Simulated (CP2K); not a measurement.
BN:

```
N B
1.0
     2.49824    0.00000    0.00000
    -1.24912    2.16354    0.00000
     0.00000    0.00000    6.63570
N B
2 2
Direct
  0.66667 0.33333 0.25000
  0.33333 0.66667 0.75000
  0.66667 0.33333 0.75000
  0.33333 0.66667 0.25000
```

Base run:

| Item | Value |
| --- | --- |
| Program | CP2K 2026.2 |
| Functional | optB88-vdW |
| Potentials or basis | POTENTIAL_UZH N GTH-PBE-q5, B GTH-PBE-q3; TZVP-MOLOPT-PBE-GTH basis |
| Density cutoff | 9184 eV |
| k mesh | 12 × 12 × 4 |
| Occupations | fermi-dirac, width 0.05 eV |
| Spin | no spin polarisation |

Its results: band gap on the k mesh 4.36 eV, indirect (least direct gap 4.75 eV); pressure 3.9 GPa.

Q: The run is repeated on the same cell with these changes: functional from optB88-vdW to RPBE. What comes out?

A: Band gap on the k mesh 4.40 eV, indirect (least direct gap 4.69 eV); pressure 6.3 GPa.

Caveats: the potentials were made for another functional, which shifts forces and pressure; the basis of atomic orbitals isn't converged, which shifts pressures, moduli and gaps; this functional lacks dispersion, which binds the layers, so the pressure and a relaxed spacing across them are unreliable (some runs).

Not every run made on this cell is shown here.
